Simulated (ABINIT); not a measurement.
The system is KMgF3.

```
K Mg F
1.0
     3.98590    0.00000    0.00000
     0.00000    3.98590    0.00000
     0.00000    0.00000    3.98590
K Mg F
1 1 3
Direct
  0.50000 0.50000 0.50000
  0.00000 0.00000 0.00000
  0.00000 0.00000 0.50000
  0.00000 0.50000 0.00000
  0.50000 0.00000 0.00000
```

```yaml
Program: ABINIT 10.8.3 (patched build)
Task: relaxation of cell and atoms
Functional: PBE
Potentials_or_basis: PseudoDojo NC SR PBE v0.4.1 standard
Cutoff: 1143 eV
k_mesh: 5 × 5 × 5
Occupations: fermi-dirac, width 0.05 eV
Spin: no spin polarisation
```

At the start: pressure 3.6 GPa; volume 12.67 Å³/atom.

Problem. Where does the relaxation end?

Solution. Over 5 steps the energy falls by 6.9 meV/atom and the volume is 13.30 Å³/atom (+5.0 %); space group Pm-3m (No. 221, to 0.05 Å).

Step by step:
```
step  energy change (eV)  largest force (eV/Å)  pressure (GPa)  volume (Å³)
   1              0.0000                0.0000            3.62        63.33
   2             -0.0139                0.0000            2.73        64.03
   3             -0.0343                0.0000            0.17        66.34
   4             -0.0344                0.0000            0.01        66.50
   5             -0.0344                0.0000            0.00        66.51
```

Final structure:
```xyz
5
Lattice="4.0516 0.0000 0.0000 0.0000 4.0516 0.0000 0.0000 0.0000 4.0516" Properties=species:S:1:pos:R:3 pbc="T T T"
K     2.0258    2.0258    2.0258
Mg    0.0000    0.0000    0.0000
F     0.0000    0.0000    2.0258
F     0.0000    2.0258    0.0000
F     2.0258    0.0000    0.0000
```
